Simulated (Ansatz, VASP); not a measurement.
## One calculation of Zr, two programs

INCAR

```
SYSTEM = Zr
PREC = Accurate
ENCUT = 600
EDIFF = 1E-6
ISMEAR = 0
SIGMA = 0.1
LREAL = .False.
LASPH = .True.
NELM = 80
ALGO = Normal
ISIF = 3
LWAVE = .False.
LCHARG = .False.
GGA = PS
IBRION = 2
NSW = 80
EDIFFG = -0.01
```

The input KPOINTS:

```
regular mesh
0
Gamma
  16 16 16
  0 0 0
```

Contents of POSCAR:

```
Zr
1.0
   -1.7673333012      1.7673333012      1.7673333012
    1.7673333012     -1.7673333012      1.7673333012
    1.7673333012      1.7673333012     -1.7673333012
Zr
1
Direct
    0.0000000000      0.0000000000      0.0000000000
```

Input for Ansatz:

```yaml
crystal:
  lattice:
    - [-1.7673333012, 1.7673333012, 1.7673333012]
    - [1.7673333012, -1.7673333012, 1.7673333012]
    - [1.7673333012, 1.7673333012, -1.7673333012]
  atoms:
    - { symbol: Zr, position: [0.0, 0.0, 0.0] }
basis:
  ecutwfc: 420
kpoints:
  mp_grid: { grid: [16, 16, 16] }
hamiltonian:
  xc: pbesol
scf:
  occupations: { method: gaussian, width: 0.1 }
output:
  forces: true
  stress: true
  eigenvalues: true
  write_density: true
  write_potential: true
  elf: true
  volumetric_format: npy
relax:
  adjacent_minimum: "off"
  f_tol: 0.01
  max_steps: 60
  cell: { stress_tol: 0.1 }
```

Alike in both runs: task relaxation of cell and atoms; functional PBEsol; k mesh 16 × 16 × 16; occupations gaussian, width 0.1 eV; no spin polarisation.

|  | VASP | Ansatz |
| --- | --- | --- |
| version | VASP 6.6.1 | Ansatz 0.2.0 |
| potentials or method | VASP PAW PBE potentials, release 64 (Zr_sv) | scalar-relativistic, plane waves, PAW |
| plane-wave cutoff (eV) | 600 | 420 |
| valence electrons in the cell | 12 | 12 |

```csv
,VASP,Ansatz,Ansatz less VASP
"gap on the k mesh at the Fermi level, each at its own relaxed structure (eV)",none,none,-
relaxed volume (Å³/atom),21.85,21.83,-0.020
relaxed cell length with the largest relative difference (Å),3.050,3.049,-0.0009
```

A gap of «none» marks a metal or a gap that the smearing closes.

Caveats: the PAW data sets were made with another functional, which shifts forces and pressure a little (VASP).
